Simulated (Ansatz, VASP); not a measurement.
**One calculation of LiF, two programs**

File INCAR:

```
PREC     = Accurate       # precision mode
ENCUT    = 520            # plane-wave cutoff, eV
EDIFF    = 1E-6           # SCF threshold, eV
ISMEAR   = -1             # smearing method
SIGMA    = 0.03           # smearing width, eV
LREAL    = F              # projectors in reciprocal space
LASPH    = T              # aspherical terms in the spheres
NELM     = 100            # most SCF steps
ALGO     = Normal         # electronic algorithm
ISIF     = 2              # what is computed and relaxed
LWAVE    = F              # write WAVECAR
LCHARG   = F              # write CHGCAR
GGA      = PE             # functional
NBANDS   = 12             # bands
```

Contents of KPOINTS:

```
regular mesh
0
Gamma
  16 16 16
```

The input POSCAR:

```
LiF
1.0
    0.0000000000      2.1970197556      2.1970197556
    2.1970197556      0.0000000000      2.1970197556
    2.1970197556      2.1970197556      0.0000000000
Li F
1 1
Direct
    0.0000000000      0.0000000000      0.0000000000
    0.2500000000      0.2500000000      0.2500000000
```

Input for Ansatz:

```yaml
crystal:
  lattice:
    - [0.0, 2.1970197556, 2.1970197556]
    - [2.1970197556, 0.0, 2.1970197556]
    - [2.1970197556, 2.1970197556, 0.0]
  atoms:
    - { symbol: Li, position: [0.0, 0.0, 0.0] }
    - { symbol: F, position: [0.25, 0.25, 0.25] }
kpoints:
  mp_grid: { grid: [16, 16, 16] }
scf:
  occupations: { method: fermi_dirac, width: 0.03 }
hamiltonian:
  xc: pbe
  pseudopotentials: { kind: all_electron, lapw: { basis_error: 0.0005 } }
output:
  forces: true
  stress: true
  eigenvalues: true
```

Change from the starting cell: volume scaled by 1.02.

Alike in both runs: task single point; functional PBE; k mesh 16 × 16 × 16; occupations fermi-dirac, width 0.03 eV; no spin polarisation.

```csv
,VASP,Ansatz
version,VASP 6.6.1,Ansatz 0.2.0
potentials or method,"VASP PAW PBE potentials, release 64 (Li_sv, F)","all-electron LAPW, scalar-relativistic"
plane-wave cutoff (eV),520,see its input
```

|  | VASP | Ansatz | Ansatz less VASP |
| --- | --- | --- | --- |
| gap on the k mesh at the Fermi level (eV) | 7.53 | 7.53 | -0.001 |

Ansatz ran all-electron here, so the differences hold the error of VASP's frozen core and of both bases.

 A k mesh can miss the band edges.
